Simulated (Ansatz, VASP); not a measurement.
This is a calculation of LiCl for VASP 6.6.1.

INCAR

```
SYSTEM = LiCl
PREC     = Accurate       ! precision mode
ENCUT    = 520            ! plane-wave cutoff, eV
EDIFF    = 1E-7           ! SCF threshold, eV
ISMEAR   = -1             ! smearing method
SIGMA    = 0.05           ! smearing width, eV
LREAL    = .FALSE.        ! projectors in reciprocal space
LASPH    = .TRUE.         ! aspherical terms in the spheres
NELM     = 60             ! most SCF steps
ALGO     = Normal         ! electronic algorithm
ISIF     = 2              ! what is computed and relaxed
LWAVE    = .FALSE.        ! write WAVECAR
LCHARG   = .FALSE.        ! write CHGCAR
GGA      = PS             ! functional
NBANDS   = 12             ! bands
```

Contents of KPOINTS:

```
Automatic mesh
0
G
  9 9 9
  0 0 0
```

File POSCAR:

```
LiCl
1.0
    0.0000000000      2.6150723786      2.6150723786
    2.6150723786      0.0000000000      2.6150723786
    2.6150723786      2.6150723786      0.0000000000
Cl Li
1 1
Direct
    0.5000000000      0.5000000000      0.5000000000
    0.0000000000      0.0000000000      0.0000000000
```

Potentials or basis: VASP PAW PBE potentials, release 64 (Cl, Li_sv).

Run with:

```console
$ cat potpaw_PBE.64/Cl/POTCAR potpaw_PBE.64/Li_sv/POTCAR > POTCAR
$ mpirun -np 1 vasp_std > vasp.out
```

**Question.** Translate it to Ansatz 0.2.0. Potentials there: all-electron LAPW, scalar-relativistic.

**Answer.** As run (the cutoff follows the program's own potentials):

input.yaml

```yaml
crystal:
  lattice:
    - [0.0, 2.6150723786, 2.6150723786]
    - [2.6150723786, 0.0, 2.6150723786]
    - [2.6150723786, 2.6150723786, 0.0]
  atoms:
    - { symbol: Cl, position: [0.5, 0.5, 0.5] }
    - { symbol: Li, position: [0.0, 0.0, 0.0] }
kpoints:
  mp_grid: { grid: [9, 9, 9] }
scf:
  occupations: { method: fermi_dirac, width: 0.05 }
hamiltonian:
  xc: pbesol
  pseudopotentials: { kind: all_electron, lapw: { basis_error: 0.001 } }
output:
  forces: true
  stress: true
  eigenvalues: true
```

Potentials or basis: all-electron LAPW, scalar-relativistic.

The run is started by

```sh
$ ansatz run input.yaml --threads 1 --pin off --max-ram 3072MiB --backend cpu --events-out ev --progress --plain --runs-dir out
```

Both were run:

|  | VASP | Ansatz | Ansatz less VASP |
| --- | --- | --- | --- |
| gap on the k mesh at the Fermi level (eV) | 5.82 | 5.81 | -0.010 |
| least direct gap on the mesh (eV) | 5.82 | 5.81 | -0.010 |

Ansatz ran all-electron here, so the differences hold the error of VASP's frozen core and of both bases.

Caveats: an odd mesh through Γ misses points on the zone boundary, where band edges often lie.
